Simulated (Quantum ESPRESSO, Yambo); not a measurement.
Planning a run of Yambo 5.3.0 on AlAs (F-43m). The input:

```
HF_and_locXC
gw0
dyson
ppa
em1d
rim_cut
RandQpts= 1000000
RandGvec= 1 RL
EXXRLvcs= 100 Ry
VXCRLvcs= 400 Ry
Chimod= "HARTREE"
% BndsRnXp
 1 | 231 |
%
NGsBlkXp= 17 Ry
% LongDrXp
 1 | 1 | 1 |
%
% GbndRnge
 1 | 231 |
%
DysSolver= "n"
ExtendOut
PPAPntXp= 27.21138 eV
% QPkrange
 1 | 1 | 12 | 15 |
 7 | 7 | 12 | 15 |
%
```

```sh
OMP_NUM_THREADS=1 mpirun -n 8 yambo -F gw2.in -J gw2 -C gw2 > gw2.log
```

The stored states that it reads are on a 4×4×4 mesh. Symmetry: F-43m, No. 216, cubic system. The conventional cell has a = 5.661 Å, b = 5.661 Å, c = 5.661 Å, α = 90.00°, β = 90.00°, γ = 90.00°. Nearest to Al lie 4 As at 2.45 Å. As has 4 Al at 2.45 Å nearest. Farther neighbours are not listed.

Q: Estimate wall time and host memory on 8 MPI ranks of Arm Neoverse V1, shared host.

It took 6.2 min; on shared hardware allow 3.1 min to 12 min. Peak host memory was 4.0 GiB.

The screening grows as filled bands × empty bands × pairs of k points, times the square of the screening basis for the matrix.

[Paths, hosts, dates, memory and timing lines, banners, echoed tables and standing remarks are left out of the program output.]

[Logs are printed without paths, hosts, clocks, repeated set-up lines and the standing remarks that a program may print on its own settings, such as how far it seeks lower states.]

[Runs of the session that timed out or met a known fault of the program may be left out.]

[Hosts, paths, dates, database ids (printed as entryN), source tags and the programs' standing remarks are cut or masked in the printed files.]
